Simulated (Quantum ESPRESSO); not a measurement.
The system is Bi.

```
CELL_PARAMETERS angstrom
3.48860 -3.13258 0.00000
3.48860 3.13258 0.00000
-1.26023 0.00000 3.11355
ATOMIC_POSITIONS crystal
Bi 0.75306 0.75306 0.85738
Bi 0.24694 0.24694 0.14262
```

This isn't the form of Bi at room conditions, which is rhombohedral.

| Item | Value |
| --- | --- |
| Program | Quantum ESPRESSO 7.5 |
| Task | single point |
| Functional | PBE |
| Potentials or basis | SSSP 1.3 efficiency PBE |
| Cutoff | 748 eV |
| Density cutoff | 5987 eV |
| k mesh | 6 × 6 × 9 |
| Occupations | fermi-dirac, width 0.05 eV |
| Spin | no spin polarisation |

On this cell: pressure -0.1 GPa; largest force 0.042 eV/Å; band gap on the k mesh none (metal or under the smearing width).

The same run follows on a disturbed copy (atoms moved at random, drawn with an rms of 0.05 Å):

```
CELL_PARAMETERS angstrom
3.48860 -3.13258 0.00000
3.48860 3.13258 0.00000
-1.26023 0.00000 3.11355
ATOMIC_POSITIONS crystal
Bi 0.75023 0.75159 0.84910
Bi 0.24710 0.25308 0.14475
```

**Question.** What does the disturbed cell give?

**Answer.** The energy (extrapolated to zero smearing) moves by +1.3 meV/atom; pressure -0.3 GPa; largest force 0.095 eV/Å; band gap on the k mesh none (metal or under the smearing width).

Forces on the atoms (eV/Å):
```
Bi   0.082  0.016  0.044
Bi  -0.082 -0.016 -0.044
```

Stress tensor (GPa, compression positive):
```
-0.24 -0.02 -0.33
-0.02 -1.00 -0.02
-0.33 -0.02  0.48
```

Caveats: spin-orbit coupling is left out, which moves the levels of the heavy elements.
